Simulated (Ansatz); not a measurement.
ZnS: Electric field gradients

The cell is a Materials Project structure (computed, not necessarily an observed phase), whose atoms a relaxation with PBE at fixed cell left in place.

```
Zn S
1.0
     3.80509    0.00000    0.00000
    -1.90254    3.29530    0.00000
     0.00000    0.00000   24.91593
Zn S
8 8
Direct
  0.33333 0.66667 0.12512
  0.00000 0.00000 0.00016
  0.66667 0.33333 0.62505
  0.66667 0.33333 0.87514
  0.00000 0.00000 0.75002
  0.33333 0.66667 0.50008
  0.00000 0.00000 0.37509
  0.66667 0.33333 0.25013
  0.66667 0.33333 0.34372
  0.66667 0.33333 0.71858
  0.33333 0.66667 0.21873
  0.00000 0.00000 0.84367
  0.66667 0.33333 0.96881
  0.00000 0.00000 0.09373
  0.33333 0.66667 0.59369
  0.00000 0.00000 0.46869
```

Atoms are numbered from 1 in the order listed; like atoms form one site, named after its first atom.

Method: Kohn–Sham DFT in Ansatz, PBE, plane waves and PAW, scalar-relativistic, 420 eV cutoff, Γ-centred 8×8×2 k-points, Fermi–Dirac smearing 0.02 eV.

Conventions: |V_zz| ≥ |V_yy| ≥ |V_xx|, η = (V_xx − V_yy)/V_zz, C_Q = eQV_zz/h.

67Zn: I = 5/2, Q = 122.0 mb; 33S: I = 3/2, Q = -69.40 mb. Q values from Pyykkö, Mol. Phys. 116, 1328 (2018).

Question: What field gradients does the calculation give at each kind of site?

Answer: 

```tsv
site	atoms (order as listed)	first shell	V_zz (10²¹ V/m²)	η	C_Q (MHz)
Zn1	1	4 S at 2.33 Å	0.006	0.00	0.018
Zn2	2	4 S at 2.33 Å	0.043	0.00	0.128
Zn3	3	4 S at 2.33 Å	-0.008	0.00	-0.022
Zn4	4	4 S at 2.33 Å	-0.056	0.00	-0.164
Zn5	5	4 S at 2.33 Å	-0.091	0.00	-0.267
Zn6	6, 7, 8	4 S at 2.33 Å	<0.005	–	≈0
S9	9	4 Zn at 2.33 Å	0.082	0.00	-0.137
S10	10	4 Zn at 2.33 Å	0.13	0.00	-0.211
S11	11, 14	4 Zn at 2.33 Å	0.093	0.00	-0.156
S12	12	4 Zn at 2.33 Å	0.29	0.00	-0.489
S13	13	4 Zn at 2.33 Å	0.24	0.00	-0.399
S15	15	4 Zn at 2.33 Å	0.085	0.00	-0.142
S16	16	4 Zn at 2.33 Å	0.088	0.00	-0.148
```

An axis of threefold or higher order runs through Zn1, Zn2, Zn3, Zn4, Zn5 and S9 and others, so V_zz lies along it and η is zero.
